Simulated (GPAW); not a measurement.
Crystal: C.

```
C
1.0
     2.52210    0.00000    0.00000
    -1.26105    2.18420    0.00000
     0.00000    0.00000    8.23710
C
8
Direct
  0.66667 0.33333 0.84375
  0.33333 0.66667 0.34375
  0.66667 0.33333 0.65625
  0.33333 0.66667 0.15625
  0.00000 0.00000 0.90625
  0.00000 0.00000 0.40625
  0.00000 0.00000 0.59375
  0.00000 0.00000 0.09375
```

This is a hexagonal form of diamond, not graphite.

* Program: GPAW 26.7.0
* Task: relaxation of cell and atoms
* Functional: rSCAN
* Dispersion: D3(BJ)
* Potentials or basis: GPAW PAW data sets (gpaw-data 1.2.1)
* Cutoff: 800 eV
* Basis: pw
* k mesh: 7 × 7 × 2
* Occupations: fermi-dirac, width 0.05 eV
* Spin: no spin polarisation

At the start: pressure -7.6 GPa; volume 5.67 Å³/atom.

How do energy, volume and symmetry change on relaxing?

Over 7 steps the energy falls by 4.4 meV/atom and the volume is 5.57 Å³/atom (-1.7 %); space group P6_3/mmc (No. 194, to 0.05 Å).

Step by step:
| step | energy change (eV) | largest force (eV/Å) | pressure (GPa) | volume (Å³) |
| --- | --- | --- | --- | --- |
| 1 | 0.0000 | 0.3589 | -7.57 | 45.38 |
| 2 | -0.0132 | 0.0974 | -6.98 | 45.31 |
| 3 | -0.0202 | 0.1019 | -5.77 | 45.19 |
| 4 | -0.0262 | 0.1805 | -4.08 | 45.02 |
| 5 | -0.0329 | 0.1814 | -1.10 | 44.72 |
| 6 | -0.0348 | 0.0760 | 0.17 | 44.59 |
| 7 | -0.0351 | 0.0087 | 0.21 | 44.59 |

Final structure:
```
C
1.0
     2.49911    0.00000    0.00000
    -1.24956    2.16430    0.00000
     0.00000    0.00000    8.24350
C
8
Direct
  0.66667 0.33333 0.84452
  0.33333 0.66667 0.34452
  0.66667 0.33333 0.65548
  0.33333 0.66667 0.15548
  0.00000 0.00000 0.90709
  0.00000 0.00000 0.40709
  0.00000 0.00000 0.59291
  0.00000 0.00000 0.09291
```

Caveat: the k mesh is coarse; later steps reuse the first step's grids; the PAW data sets were made with another functional, which shifts forces and pressure a little.
